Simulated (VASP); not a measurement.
Crystal: Nb.

```
Nb
1.0
    -1.66395    1.66395    1.66395
     1.66395   -1.66395    1.66395
     1.66395    1.66395   -1.66395
Nb
1
Cartesian
  0.0000 0.0000 0.0000
```

```yaml
Program: VASP 6.6.1
Task: single point
Functional: PBE
Potentials_or_basis: VASP PAW PBE potentials, release 64 (Nb_sv)
Cutoff: 520 eV
k_mesh: 11 × 11 × 11
Occupations: fermi-dirac, width 0.05 eV
Spin: no spin polarisation
```

On this cell: pressure -2.3 GPa; band gap on the k mesh none (metal or under the smearing width).

The same run follows on a disturbed copy (cell strained at random at fixed volume):

```
Nb
1.0
    -1.65481    1.66189    1.66310
     1.61189   -1.66978    1.62806
     1.70285    1.71781   -1.67098
Nb
1
Direct
  0.99711 0.99235 0.00528
```

Question: What does the disturbed cell give?

Answer: The energy (extrapolated to zero smearing) moves by +3.6 meV/atom; pressure -2.4 GPa; band gap on the k mesh none (metal or under the smearing width).

Stress tensor (GPa, compression positive):
```
-2.01 -0.72  0.44
-0.72 -3.85  0.21
 0.44  0.21 -1.36
```
